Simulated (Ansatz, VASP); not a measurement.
## One calculation of Ge, two programs

File INCAR:

```
SYSTEM = Ge
PREC = Accurate ; ENCUT = 520
EDIFF = 1E-6 ; ISMEAR = 0
SIGMA = 0.15 ; LREAL = .FALSE.
LASPH = .TRUE. ; NELM = 60
ALGO = Normal ; ISIF = 2
LWAVE = .FALSE. ; LCHARG = .TRUE.
GGA = PS ; LELF = .TRUE.
LVHAR = .TRUE. ; NBANDS = 21
```

The input KPOINTS:

```
Automatic mesh
0
G
  22 22 12
  0 0 0
```

Contents of POSCAR:

```
Ge
1.0
    0.0000000000      0.0000000000     -2.6427277821
    2.7652112298      0.0000000000      0.0000000000
    0.0000000000     -5.0390024825      0.0000000000
Ge
2
Direct
    0.0000000000      0.4095909935      0.0000000000
    0.0000000000      0.0904090065      0.5000000000
```

Input for Ansatz:

```yaml
crystal:
  lattice:
    - [0.0, 0.0, -2.6427277821]
    - [2.7652112298, 0.0, 0.0]
    - [0.0, -5.0390024825, 0.0]
  atoms:
    - { symbol: Ge, position: [0.0, 0.4095909935, 0.0] }
    - { symbol: Ge, position: [0.0, 0.0904090065, 0.5] }
basis:
  ecutwfc: 420
kpoints:
  mp_grid: { grid: [22, 22, 12] }
hamiltonian:
  xc: pbesol
scf:
  occupations: { method: gaussian, width: 0.15 }
output:
  forces: true
  stress: true
  eigenvalues: true
```

Change from the starting cell: mode 1 (-8.0 1/cm) frozen in, largest displacement +0.250 Å.

Alike in both runs: task single point; functional PBEsol; k mesh 22 × 22 × 12; occupations gaussian, width 0.15 eV; no spin polarisation.

|  | VASP | Ansatz |
| --- | --- | --- |
| version | VASP 6.6.1 | Ansatz 0.2.0 |
| potentials or method | VASP PAW PBE potentials, release 64 (Ge_d) | scalar-relativistic, plane waves, PAW |
| plane-wave cutoff (eV) | 520 | 420 |
| valence electrons in the cell | 28 | 28 |

|  | VASP | Ansatz | Ansatz less VASP |
| --- | --- | --- | --- |
| gap on the k mesh at the Fermi level (eV) | none | none | - |
| pressure (GPa) | 0.8 | 1.0 | +0.12 |
| largest component of the traceless stress (GPa) | 1.43 | 1.42 | -0.009 |
| rms of the force components (eV/Å) | 0.040 | 0.040 | 0.0000 |

Atom by atom the forces differ by 0.000 eV/Å (rms over components). A gap of «none» marks a metal or a gap that the smearing closes.

Caveats: the PAW data sets were made with another functional, which shifts forces and pressure a little (VASP).
